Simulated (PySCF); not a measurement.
Isomers of [C5H12N]+. Computed with PySCF, TDDFT B3LYP/def2-SVPD, vertical, gas phase, core orbitals frozen in the response. Geometries: PBE0-D3(BJ)/def2-SVP; one conformer of each isolated species. Triplets are in the Tamm–Dancoff approximation. Ions are computed without counter-ions or solvent.

**Question.** Rank by computed lowest singlet excitation energy, highest first.
A. `C1CC[NH2+]CC1`
B. `CC(C)=[N+](C)C`
C. `CC[NH+]1CCC1`
D. `C[C@@H]1CC[C@H]1[NH3+]`

**Answer.** C (8.78 eV), A (8.06 eV), D (7.09 eV), B (6.83 eV).

```tsv
SMILES	S1 (eV)	f (S1)	first f ≥ 0.01 (nm)	LUMO (eV)	T1 (eV)	S1 mainly
CC[NH+]1CCC1	8.78	0.003	137	-4.52	8.61	H→L (97%)
C1CC[NH2+]CC1	8.06	0.010	154	-4.73	7.96	H→L (87%)
C[C@@H]1CC[C@H]1[NH3+]	7.09	0.002	162	-5.08	7.04	H→L (99%)
CC(C)=[N+](C)C	6.83	0.342	181	-6.44	4.62	H→L (96%)
```

H and L stand for HOMO and LUMO.
